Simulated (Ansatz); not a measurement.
**TiC: further runs on the relaxed cell**

The task here is to estimate one member of a computed series from the others.

The COD entry's cell or inner coordinates are ideal or old and differ from later refinements, so a difference from it is no clean test against experiment.

Computed with Ansatz 0.2.0 (DFT PBE, scalar-relativistic, plane waves, PAW, unless a step's input says otherwise).

1 further run of the same task is left out (set aside as unsound or not needed).

### The starting structure

Symmetry: Fm-3m, No. 225, cubic system. Conventional cell: a = 4.333 Å, b = 4.333 Å, c = 4.333 Å, α = 90.00°, β = 90.00°, γ = 90.00°. Around Ti (site symmetry m-3m) lie 6 C at 2.17 Å. Around C (site symmetry m-3m) lie 6 Ti at 2.17 Å.

Structure file:

```xyz
2
Lattice="0.0000 2.1664 2.1664 2.1664 0.0000 2.1664 2.1664 2.1664 0.0000" Properties=species:S:1:pos:R:3 pbc="T T T"
Ti    0.0000    0.0000    0.0000
C     2.1664    2.1664    2.1664
```

It is the result of an earlier relaxation at this level (volume 10.17 Å³/atom; gap on the mesh: none (metal)).

The first run:

Contents of input.yaml:

```yaml
crystal:
  lattice:
    - [0.0, 2.1664107368, 2.1664107368]
    - [2.1664107368, 0.0, 2.1664107368]
    - [2.1664107368, 2.1664107368, 0.0]
  atoms:
    - { symbol: Ti, position: [0.0, 0.0, 0.0] }
    - { symbol: C, position: [0.5, 0.5, 0.5] }
basis:
  ecutwfc: 420
kpoints:
  mp_grid: { grid: [16, 16, 16] }
  band_path:
    path:
      - [[0.0, 0.0, 0.0], [0.5, 0.0, 0.5], [0.625, 0.25, 0.625]]
      - [[0.375, 0.375, 0.75], [0.0, 0.0, 0.0], [0.5, 0.5, 0.5], [0.5, 0.25, 0.75], [0.5, 0.0, 0.5]]
    npoints: 14
hamiltonian:
  xc: pbe
scf:
  occupations: { method: gaussian, width: 0.1 }
  n_extra_bands: 6
output:
  forces: true
  stress: true
  eigenvalues: true
  populations: true
  dos: { projected: true, de: 0.02, nscf_kmesh: { grid: [24, 24, 24] } }
  bader: true
  write_density: true
  write_potential: true
  elf: true
  volumetric_format: npy
```

Launch:

```bash
> ansatz run input.yaml --threads 1 --pin off --max-ram 2560MiB --backend cpu --events-out ev --progress --plain --runs-dir out
```

Steps of the session up to this table: Static run: bands, density of states and charges; Volume × 0.97; The cell scaled to 1.03 of its volume; Point at V/V0 = 0.94; Volume × 1.06.

One of the session's tables, all rows but one given; the rest of the session is left out.

It belongs to the step «Energy against volume». 

| volume (Å³/atom) | energy above the lowest point (meV/atom) | pressure (GPa) |
| --- | --- | --- |
| 9.558 | 31.8 | 17.56 |
| 9.863 | 7.6 | 8.13 |
| 10.168 | 0.0 | 0.02 |
| 10.473 | ? | ? |
| 10.778 | 25.9 | -12.96 |

Q: Estimate the row for volume (Å³/atom) = 10.473 from the others.

Worked estimate for «energy above the lowest point (meV/atom)». A straight line through the neighbours (10.168, 0.0) and (10.778, 25.9) gives 0.0 + (25.9 − 0.0) × (10.473 − 10.168) / (10.778 − 10.168) = 13.0; a parabola fitted to 3 rows on both sides gives 6.1.

As computed: energy above the lowest point (meV/atom): 6.8; pressure (GPa): -6.95. In «energy above the lowest point (meV/atom)» the line misses by +6.2 and the parabola by -0.7.
